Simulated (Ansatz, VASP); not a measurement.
## One calculation of S, two programs

```xyz
1
Lattice="2.3840 0.0000 0.0000 0.0000 2.3840 0.0000 0.0000 0.0000 2.3840" Properties=species:S:1:pos:R:3 pbc="T T T"
S     0.0000    0.0000    0.0000
```

Change from the starting cell: volume scaled by 0.84, LAPW.

Alike in both runs: task single point; functional LDA; k mesh 16 × 16 × 16; occupations fermi-dirac, width 0.08 eV; no spin polarisation.

|  | VASP | Ansatz |
| --- | --- | --- |
| version | VASP 6.6.1 | Ansatz 0.2.0 |
| potentials or method | VASP PAW LDA potentials, release 64 (S), cutoff 520 eV | all-electron LAPW, scalar-relativistic |

|  | VASP | Ansatz | Ansatz less VASP |
| --- | --- | --- | --- |
| pressure (GPa) | 24.7 | 24.9 | +0.15 |

Ansatz ran all-electron here, so the differences hold the error of VASP's frozen core and of both bases.

Caveats: so large a pressure means that the cell lies far from this level's equilibrium, or that cutoff or potentials fall short (VASP).
